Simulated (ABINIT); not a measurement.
# ZnS (F-43m) in ABINIT: equation of state with r2SCAN

Aim: the equation of state of ZnS with r2SCAN.

All numbers are computed with ABINIT 10.8.3 (patched build); they aren't measurements. Logs are shortened: lines on timing, memory, paths and dates and some standing lists are left out, and cuts for length are marked. The log counts tension as positive stress, the text compression.

**Experimental background.**

From “Electronic, vibrational, and thermodynamic properties of ZnS (zincblende and rocksalt structure)”, 2009, arxiv:0911.5022, for a bulk crystal of ZnS: bulk modulus 76.9 GPa.

The results are compared with them further down.

## 1. The crystal as given

The structure is cubic, space group F-43m (No. 216). Conventional cell: a = 5.404 Å, b = 5.404 Å, c = 5.404 Å, α = 90.00°, β = 90.00°, γ = 90.00°. Zn (site symmetry -43m) is surrounded by 4 S at 2.34 Å. S (site symmetry -43m) has 4 Zn at 2.34 Å as nearest neighbours.

## 2. Equation of state, r2SCAN

Contents of run.abi:

```
ndtset 7
getwfk -1
scalecart1 3*0.9795861087
scalecart2 3*0.9864848297
scalecart3 3*0.9932883884
scalecart4 3*1.0000000000
scalecart5 3*1.0066227096
scalecart6 3*1.0131594038
scalecart7 3*1.0196128224

pp_dirpath "./"
pseudos "Zn.GGA_PBE-JTH.xml, S.GGA_PBE-JTH.xml"

acell 7.2210310021 7.2210310021 7.2210310021
rprim
     0.0000000000     0.7071067812     0.7071067812
     0.7071067812     0.0000000000     0.7071067812
     0.7071067812     0.7071067812     0.0000000000
ntypat 2
znucl 30 16
natom 2
typat 1 2
xred
     0.7500000000     0.7500000000     0.7500000000
     0.0000000000     0.0000000000     0.0000000000

ecut 26.0
pawecutdg 48.0

kptopt 1
ngkpt 9 9 9
nshiftk 1
shiftk 0.0 0.0 0.0

ixc -497498
usekden 1
pawxcdev 0

nband 13
occopt 3
tsmear 0.00183747

nstep 100
tolvrs 1.0e-7

iomode 3
prtwf 1
prtden 0
prteig 0
prtebands 0
enunit 1
```

Potentials or basis: JTH PAW PBE v2.0.

Started as:

```console
$ abinit run.abi > log 2>&1
```

run.abo:

```text
.Version 10.8.3 of ABINIT
 DATASET    1 : space group F-4 3 m (#216); Bravais cF (face-center cubic)
================================================================================
 Values of the parameters that define the memory need for DATASET  1.
     intxc =       0    ionmov =       0      iscf =      17    lmnmax =      18
     lnmax =       6     mgfft =      36  mpssoang =       3    mqgrid =    3001
     natom =       2  nloc_mem =       2    nspden =       1   nspinor =       1
    nsppol =       1      nsym =      24    n1xccc =       1    ntypat =       2
    occopt =       3   xclevel =       2
       mpw =        1604          nfft =       46656          nkpt =          35
 PAW method is used; the additional fine FFT grid is defined by:
   mgfftf=        48    nfftf =    110592
================================================================================
================================================================================
[... 71 lines left out ...]
 DATASET    7 : space group F-4 3 m (#216); Bravais cF (face-center cubic)
================================================================================
 Values of the parameters that define the memory need for DATASET  7.
     intxc =       0    ionmov =       0      iscf =      17    lmnmax =      18
     lnmax =       6     mgfft =      36  mpssoang =       3    mqgrid =    3001
     natom =       2  nloc_mem =       2    nspden =       1   nspinor =       1
    nsppol =       1      nsym =      24    n1xccc =       1    ntypat =       2
    occopt =       3   xclevel =       2
       mpw =        1820          nfft =       46656          nkpt =          35
 PAW method is used; the additional fine FFT grid is defined by:
   mgfftf=        48    nfftf =    110592
================================================================================
================================================================================

--------------------------------------------------------------------------------
------------- Echo of variables that govern the present computation ------------
--------------------------------------------------------------------------------
 -outvars: echo values of preprocessed input variables --------
            acell      7.2210310021E+00  7.2210310021E+00  7.2210310021E+00 Bohr
              amu      6.53900000E+01  3.20660000E+01
             ecut      2.60000000E+01 Hartree
           enunit           1
           getwfk          -1
              ixc     -497498
           jdtset        1    2    3    4    5    6    7
         kptrlatt        9    0    0      0    9    0      0    0    9
          kptrlen1     6.36625949E+01
          kptrlen2     6.41109378E+01
          kptrlen3     6.45530962E+01
          kptrlen4     6.49892790E+01
          kptrlen5     6.54196841E+01
          kptrlen6     6.58444992E+01
          kptrlen7     6.62639022E+01
            natom           2
            nband          13
           ndtset           7
            ngfft          36      36      36
          ngfftdg          48      48      48
             nkpt          35
            nstep         100
             nsym          24
           ntypat           2
           occopt           3
        pawecutdg      4.80000000E+01 Hartree
         pawxcdev           0
           prtden           0
        prtebands           0
           prteig           0
          prtkden           1
            rprim1     0.0000000000E+00  6.9267198023E-01  6.9267198023E-01
                       6.9267198023E-01  0.0000000000E+00  6.9267198023E-01
                       6.9267198023E-01  6.9267198023E-01  0.0000000000E+00
            rprim2     0.0000000000E+00  6.9755011263E-01  6.9755011263E-01
                       6.9755011263E-01  0.0000000000E+00  6.9755011263E-01
                       6.9755011263E-01  6.9755011263E-01  0.0000000000E+00
            rprim3     0.0000000000E+00  7.0236095512E-01  7.0236095512E-01
                       7.0236095512E-01  0.0000000000E+00  7.0236095512E-01
                       7.0236095512E-01  7.0236095512E-01  0.0000000000E+00
            rprim4     0.0000000000E+00  7.0710678120E-01  7.0710678120E-01
                       7.0710678120E-01  0.0000000000E+00  7.0710678120E-01
                       7.0710678120E-01  7.0710678120E-01  0.0000000000E+00
            rprim5     0.0000000000E+00  7.1178974407E-01  7.1178974407E-01
                       7.1178974407E-01  0.0000000000E+00  7.1178974407E-01
                       7.1178974407E-01  7.1178974407E-01  0.0000000000E+00
            rprim6     0.0000000000E+00  7.1641188486E-01  7.1641188486E-01
[... 21 lines left out ...]
           xangst6     4.1063350609E+00  4.1063350609E+00  4.1063350609E+00
                       0.0000000000E+00  0.0000000000E+00  0.0000000000E+00
           xangst7     4.1324907665E+00  4.1324907665E+00  4.1324907665E+00
                       0.0000000000E+00  0.0000000000E+00  0.0000000000E+00
            xcart1     7.5027087653E+00  7.5027087653E+00  7.5027087653E+00
                       0.0000000000E+00  0.0000000000E+00  0.0000000000E+00
            xcart2     7.5555464832E+00  7.5555464832E+00  7.5555464832E+00
                       0.0000000000E+00  0.0000000000E+00  0.0000000000E+00
            xcart3     7.6076553474E+00  7.6076553474E+00  7.6076553474E+00
                       0.0000000000E+00  0.0000000000E+00  0.0000000000E+00
            xcart4     7.6590599833E+00  7.6590599833E+00  7.6590599833E+00
                       0.0000000000E+00  0.0000000000E+00  0.0000000000E+00
            xcart5     7.7097837133E+00  7.7097837133E+00  7.7097837133E+00
                       0.0000000000E+00  0.0000000000E+00  0.0000000000E+00
            xcart6     7.7598486463E+00  7.7598486463E+00  7.7598486463E+00
                       0.0000000000E+00  0.0000000000E+00  0.0000000000E+00
            xcart7     7.8092757665E+00  7.8092757665E+00  7.8092757665E+00
                       0.0000000000E+00  0.0000000000E+00  0.0000000000E+00
             xred      7.5000000000E-01  7.5000000000E-01  7.5000000000E-01
                       0.0000000000E+00  0.0000000000E+00  0.0000000000E+00
            znucl       30.00000   16.00000

================================================================================

 chkinp: Checking input parameters for consistency, jdtset=   1.

 chkinp: Checking input parameters for consistency, jdtset=   2.
[... 31 lines left out ...]
 getcut: wavevector=  0.0000  0.0000  0.0000  ngfft=  36  36  36
         ecut(hartree)=     26.000   => boxcut(ratio)=   2.21722

 getcut : COMMENT -
  Note that boxcut > 2.2 ; recall that boxcut=Gcut(box)/Gcut(sphere) = 2
  is sufficient for exact treatment of convolution.
  Such a large boxcut is a waste : you could raise ecut
  e.g. ecut=   31.954432 Hartrees makes boxcut=2

 Fine grid specifications (used for densities):

 getcut: wavevector=  0.0000  0.0000  0.0000  ngfft=  48  48  48
         ecut(hartree)=     48.000   => boxcut(ratio)=   2.17577

--- Pseudopotential description ------------------------------------------------
- pspini: atom type   1  psp file is ./Zn.GGA_PBE-JTH.xml
 Pseudopotential format is: paw10
 basis_size (lnmax)=  6 (lmn_size= 18), orbitals=   0   0   1   1   2   2
 Spheres core radius: rc_sph= 2.30769763
 Shapefunction is SIN type: shapef(r)=[sin(pi*r/rshp)/(pi*r/rshp)]**2
 Radius for shape functions =  1.80965103
 Compensation charge density is not taken into account in XC energy/potential

- pspini: atom type   2  psp file is ./S.GGA_PBE-JTH.xml
 Pseudopotential format is: paw10
 basis_size (lnmax)=  4 (lmn_size=  8), orbitals=   0   0   1   1
 Spheres core radius: rc_sph= 1.90380259
 Shapefunction is SIN type: shapef(r)=[sin(pi*r/rshp)/(pi*r/rshp)]**2
 Radius for shape functions =  1.40128485
 Compensation charge density is not taken into account in XC energy/potential

   2.06649828E+02                                ecore*ucvol(ha*bohr**3)
--------------------------------------------------------------------------------

================================================================================

--- !BeginCycle
iteration_state: {dtset: 1, }
solver: {iscf: 17, nstep: 100, nline: 4, wfoptalg: 10, }
tolerances: {tolvrs: 1.00E-07, }
...
[... 176 lines left out ...]
 getcut: wavevector=  0.0000  0.0000  0.0000  ngfft=  36  36  36
         ecut(hartree)=     26.000   => boxcut(ratio)=   2.20171

 getcut : COMMENT -
  Note that boxcut > 2.2 ; recall that boxcut=Gcut(box)/Gcut(sphere) = 2
  is sufficient for exact treatment of convolution.
  Such a large boxcut is a waste : you could raise ecut
  e.g. ecut=   31.509065 Hartrees makes boxcut=2

 Fine grid specifications (used for densities):

 getcut: wavevector=  0.0000  0.0000  0.0000  ngfft=  48  48  48
         ecut(hartree)=     48.000   => boxcut(ratio)=   2.16056
--------------------------------------------------------------------------------
[... 1141 lines left out ...]
-Cartesian components of stress tensor (GPa)         [Pressure= -4.4724E+00 GPa]
- sigma(1 1)=  4.47242536E+00  sigma(3 2)=  0.00000000E+00
- sigma(2 2)=  4.47242536E+00  sigma(3 1)=  0.00000000E+00
- sigma(3 3)=  4.47242536E+00  sigma(2 1)=  0.00000000E+00

== END DATASET(S) ==============================================================
================================================================================

 -outvars: echo values of variables after computation  --------
            acell      7.2210310021E+00  7.2210310021E+00  7.2210310021E+00 Bohr
           etotal1    -6.5831211695E+01
           etotal2    -6.5831908588E+01
           etotal3    -6.5832262364E+01
           etotal4    -6.5832304059E+01
           etotal5    -6.5832071326E+01
           etotal6    -6.5831587698E+01
           etotal7    -6.5830877225E+01
            fcart1     5.3833461501E-28 -1.0766692300E-28 -3.2300076901E-28
                      -5.3833461501E-28  1.0766692300E-28  3.2300076901E-28
            fcart2    -0.0000000000E+00 -0.0000000000E+00 -0.0000000000E+00
                      -0.0000000000E+00 -0.0000000000E+00 -0.0000000000E+00
            fcart3    -3.1854501685E-28  1.0618167228E-28  1.0618167228E-28
                       3.1854501685E-28 -1.0618167228E-28 -1.0618167228E-28
            fcart4    -0.0000000000E+00 -0.0000000000E+00 -0.0000000000E+00
                      -0.0000000000E+00 -0.0000000000E+00 -0.0000000000E+00
            fcart5     2.0955025380E-28  2.0955025380E-28 -6.2865076141E-28
                      -2.0955025380E-28 -2.0955025380E-28  6.2865076141E-28
[... 38 lines left out ...]
                       0.0000000000E+00  0.0000000000E+00  0.0000000000E+00
           xangst1     3.9702624959E+00  3.9702624959E+00  3.9702624959E+00
                       0.0000000000E+00  0.0000000000E+00  0.0000000000E+00
           xangst2     3.9982230121E+00  3.9982230121E+00  3.9982230121E+00
                       0.0000000000E+00  0.0000000000E+00  0.0000000000E+00
           xangst3     4.0257978355E+00  4.0257978355E+00  4.0257978355E+00
                       0.0000000000E+00  0.0000000000E+00  0.0000000000E+00
           xangst4     4.0529999973E+00  4.0529999973E+00  4.0529999973E+00
                       0.0000000000E+00  0.0000000000E+00  0.0000000000E+00
           xangst5     4.0798418393E+00  4.0798418393E+00  4.0798418393E+00
                       0.0000000000E+00  0.0000000000E+00  0.0000000000E+00
           xangst6     4.1063350609E+00  4.1063350609E+00  4.1063350609E+00
                       0.0000000000E+00  0.0000000000E+00  0.0000000000E+00
           xangst7     4.1324907665E+00  4.1324907665E+00  4.1324907665E+00
                       0.0000000000E+00  0.0000000000E+00  0.0000000000E+00
             xred      7.5000000000E-01  7.5000000000E-01  7.5000000000E-01
                       0.0000000000E+00  0.0000000000E+00  0.0000000000E+00
 Calculation completed.
```

Run time: 12 min. Hardware: 1 thread of Intel Xeon 6975P-C (Granite Rapids), shared host; peak memory 0.19 GiB.

Results:

| Quantity | Value |
| --- | --- |
| Equilibrium volume | 19.59 Å³/atom |
| Bulk modulus | 79 GPa |
| Pressure derivative of the bulk modulus | 4.3 |

Energy against volume, from the lowest point:
```
volume (Å³/atom)  energy (meV/atom)
          18.543              14.86
          18.938               5.38
          19.332               0.57
          19.727               0.00
          20.121               3.17
          20.516               9.75
          20.910              19.41
```

Caveat: pressures at fixed basis lie under the slope of the energies; the PAW data sets were made with another functional, which shifts forces and pressure a little.

## 3. Against experiment

Step 2. Measured bulk modulus of ZnS: 76.9 GPa (quoted in “Electronic, vibrational, and thermodynamic properties of ZnS (zincblende and rocksalt structure)”, 2009, arxiv:0911.5022). This calculation gives 79 GPa (+2.8 %). The fit is for a static lattice scaled at fixed shape and fixed fractional positions.
